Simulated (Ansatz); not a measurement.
WS2: one atom moved along a line

The calculation used DFT PBE+D3(BJ), scalar-relativistic, plane waves, PAW in Ansatz 0.2.0. Cutoff 420 eV, Γ-centred 6×6×6 k-points, Gaussian smearing of 0.05 eV. Spin–orbit coupling is left out, which can shift energies with elements as heavy as these. No spin polarisation. Energies are free energies at this smearing, counted from the undisturbed cell; pressure is positive in compression.

The starting cell (relaxed at this level; this form isn't the usual structure):

```
CELL_PARAMETERS angstrom
3.15720 -5.46844 0.00000
6.31441 0.00000 0.00000
3.15720 -1.82281 6.03931
ATOMIC_POSITIONS crystal
W 0.50066 0.00066 0.99803
W 0.00066 0.00066 0.99803
W 0.50066 0.50066 0.99803
W 0.00066 0.50066 0.99803
S 0.74722 0.24722 0.25833
S 0.24722 0.24722 0.25833
S 0.74722 0.74722 0.25833
S 0.24722 0.74722 0.25833
S 0.92082 0.42082 0.73753
S 0.42082 0.42082 0.73753
S 0.92082 0.92082 0.73753
S 0.42082 0.92082 0.73753
```

Atom 9 (S) is moved by x along the Cartesian unit vector (-0.656, -0.379, 0.653); the cell and all other atoms stay fixed.

```tsv
x (Å)	ΔE (meV/cell)
-0.4500	991.2
-0.1500	139.4
0.0000	0.0
0.3000	898.6
0.4500	2458.9
```

Predict the pressure (GPa) at each point.

| x (Å) | pressure (GPa) |
| --- | --- |
| -0.4500 | -2.2 |
| -0.1500 | -1.0 |
| 0.0000 | 0.0 |
| 0.3000 | 4.0 |
| 0.4500 | 7.6 |

Cost: 5 runs of about 4.6 core-minutes in all, on Arm Neoverse V2 (shared hosts).